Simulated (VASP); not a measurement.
# Settings for GaP: elastic tensor from stress against strain

GaP, F-43m (no. 216), 2 atoms in the cell. HSE06, elastic tensor from stress against strain; PAW potentials Ga_d, P (PBE set). VASP 6.6.1.

Wanted: elastic constants within 3 %.

Geometry: relaxed with this functional; Strain step: 0.005.

## Plane-wave cutoff (eV)

| Plane-wave cutoff (eV) | Elastic constants, largest deviation against the largest value | Time (s) |
|---|---|---|
| 330 | 0.23 % | 2069 |
| 370 | 0.2 % | 2166 |
| 430 (reference) | 0 % | 2729 |

Chosen: 330, the loosest value from which every tighter one stays within half of the tolerance.

## The input

INCAR:
```
PREC = Accurate ; ENCUT = 330
EDIFF = 1E-7 ; ISMEAR = 0
SIGMA = 0.02 ; LREAL = False
LASPH = True ; ALGO = All
NELM = 120 ; LWAVE = False
LCHARG = False ; GGA = PE
LHFCALC = True ; HFSCREEN = 0.2
PRECFOCK = Fast ; ISIF = 2
KPAR = 8 ; IBRION = 2
NSW = 30 ; EDIFFG = -0.002
```

KPOINTS:
```
Automatic mesh
0
Gamma
  6 6 6
  0 0 0
```

POSCAR.step1:
```
GaP
 1.0000000000000000
     0.0000000000000000    2.7289124769669497    2.7289124769669497
     2.7152679145821148    0.0000000000000000    2.7289124769669497
     2.7152679145821148    2.7289124769669497    0.0000000000000000
 Ga  P
   1   1
Direct
  0.0000000000000000  0.0000000000000000  0.0000000000000000
  0.7500000000000002  0.7500000000000000  0.7499999999999997
```

POSCAR.step2:
```
GaP
 1.0000000000000000
     0.0000000000000000    2.7289124769669497    2.7289124769669497
     2.7425570393517842    0.0000000000000000    2.7289124769669497
     2.7425570393517842    2.7289124769669497    0.0000000000000000
 Ga  P
   1   1
Direct
  0.0000000000000000  0.0000000000000000 -0.0000000000000000
  0.7500000000000006  0.7500000000000003  0.7499999999999993
```

POSCAR.step3:
```
GaP
 1.0000000000000000
     0.0000000000000000    2.7220901957745323    2.7220901957745323
     2.7289124769669497   -0.0068222811924174    2.7289124769669497
     2.7289124769669497    2.7289124769669497   -0.0068222811924174
 Ga  P
   1   1
Direct
  0.0000000000000000  0.0000000000000000  0.0000000000000000
  0.7500000000000000  0.7499999999999998  0.7499999999999996
```

POSCAR.step4:
```
GaP
 1.0000000000000000
     0.0000000000000000    2.7357347581593672    2.7357347581593672
     2.7289124769669497    0.0068222811924174    2.7289124769669497
     2.7289124769669497    2.7289124769669497    0.0068222811924174
 Ga  P
   1   1
Direct
  0.0000000000000000  0.0000000000000000 -0.0000000000000000
  0.7500000000000001  0.7499999999999999  0.7499999999999996
```

Commands (each step's output is kept before the next begins):
```
cat potpaw_PBE.64/Ga_d/POTCAR potpaw_PBE.64/P/POTCAR > POTCAR
cp POSCAR.step1 POSCAR
mpirun -np 8 vasp_std > vasp.out
rm WAVECAR CHG
cp POSCAR.step2 POSCAR
mpirun -np 8 vasp_std > vasp.out
rm WAVECAR CHG
cp POSCAR.step3 POSCAR
mpirun -np 8 vasp_std > vasp.out
rm WAVECAR CHG
cp POSCAR.step4 POSCAR
mpirun -np 8 vasp_std > vasp.out
```

The chosen input took VASP 6.6.1 2069 s on 8 cores (AMD EPYC 9R45 (Zen 5)), a shared host.

## An input that fails: strain smaller than the noise of the stress

It runs to its end, but against the unchanged starting input it is off by 13 % in the elastic constants.

Strain step: 0.005 becomes 0.0001.

Changes against the starting input:
```
(all steps)
- PREC = Accurate
- EDIFF = 1e-07
+ PREC = Low
+ EDIFF = 0.0001
(POSCAR.step1)
-     2.7152679145821148    0.0000000000000000    2.7289124769669497
-     2.7152679145821148    2.7289124769669497    0.0000000000000000
+     2.7286395857192529    0.0000000000000000    2.7289124769669497
+     2.7286395857192529    2.7289124769669497    0.0000000000000000
-  0.7500000000000002  0.7500000000000000  0.7499999999999997
+  0.7500000000000002  0.7499999999999999  0.7499999999999996
(POSCAR.step2)
-     2.7425570393517842    0.0000000000000000    2.7289124769669497
-     2.7425570393517842    2.7289124769669497    0.0000000000000000
+     2.7291853682146465    0.0000000000000000    2.7289124769669497
+     2.7291853682146465    2.7289124769669497    0.0000000000000000
-  0.7500000000000006  0.7500000000000003  0.7499999999999993
+  0.7500000000000002  0.7500000000000003  0.7499999999999997
(POSCAR.step3)
-     0.0000000000000000    2.7220901957745323    2.7220901957745323
-     2.7289124769669497   -0.0068222811924174    2.7289124769669497
-     2.7289124769669497    2.7289124769669497   -0.0068222811924174
+     0.0000000000000000    2.7287760313431013    2.7287760313431013
+     2.7289124769669497   -0.0001364456238483    2.7289124769669497
+     2.7289124769669497    2.7289124769669497   -0.0001364456238483
-  0.7500000000000000  0.7499999999999998  0.7499999999999996
+  0.7500000000000002  0.7499999999999999  0.7499999999999996
(POSCAR.step4)
-     0.0000000000000000    2.7357347581593672    2.7357347581593672
-     2.7289124769669497    0.0068222811924174    2.7289124769669497
-     2.7289124769669497    2.7289124769669497    0.0068222811924174
+     0.0000000000000000    2.7290489225907981    2.7290489225907981
+     2.7289124769669497    0.0001364456238483    2.7289124769669497
+     2.7289124769669497    2.7289124769669497    0.0001364456238483
-  0.7500000000000001  0.7499999999999999  0.7499999999999996
+  0.7500000000000004  0.7500000000000000  0.7499999999999994
```
